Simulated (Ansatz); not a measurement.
Input of an Ansatz 0.2.0 run:

The input input.yaml:

```yaml
crystal:
  lattice:
    - [-1.66395, 1.66395, 1.66395]
    - [1.66395, -1.66395, 1.66395]
    - [1.66395, 1.66395, -1.66395]
  atoms:
    - { symbol: Nb, position: [0.0, 0.0, 0.0] }
hamiltonian:
  xc: r2scan
  pseudopotentials: { kind: paw }
kpoints:
  mp_grid: { grid: [11, 11, 11] }
  band_path:
    path:
      - [[0.0, 0.0, 0.0], [0.5, -0.5, 0.5], [0.0, 0.0, 0.5], [0.0, 0.0, 0.0], [0.25, 0.25, 0.25], [0.5, -0.5, 0.5]]
      - [[0.25, 0.25, 0.25], [0.0, 0.0, 0.5]]
    npoints: 14
scf:
  occupations: { method: fermi_dirac, width: 0.05 }
  n_extra_bands: 6
output:
  forces: true
  stress: true
  eigenvalues: true
  fatbands: false
```

Potentials or basis: Ansatz PAW.

The run is started by

```bash
$ ansatz run input.yaml --threads 2 --pin off --max-ram 5632MiB --backend cpu --events-out ev --progress --plain --runs-dir out
```

What does it give for the pressure?

-3.2 GPa.

Estimate the band gap on the k mesh.

none (metal or under the smearing width).

Levels at the corners of the path, in eV from the Fermi level:
```tsv
point	band 4	band 5	band 6	band 7	band 8	band 9
Γ	-30.75	-6.20	0.47	0.47	0.47	3.52
H	-31.67	-3.73	-3.73	5.72	5.72	5.72
N	-30.76	-3.78	-1.62	2.17	3.52	4.23
Γ	-30.75	-6.20	0.47	0.47	0.47	3.52
P	-31.43	-1.15	-1.15	-1.15	4.36	4.36
H	-31.67	-3.73	-3.73	5.72	5.72	5.72
P	-31.43	-1.15	-1.15	-1.15	4.36	4.36
N	-30.76	-3.78	-1.62	2.17	3.52	4.23
```

Caveat: the PAW data sets come from PBE, with cores solved anew for the run's functional, which leaves a small shift of forces and pressure.
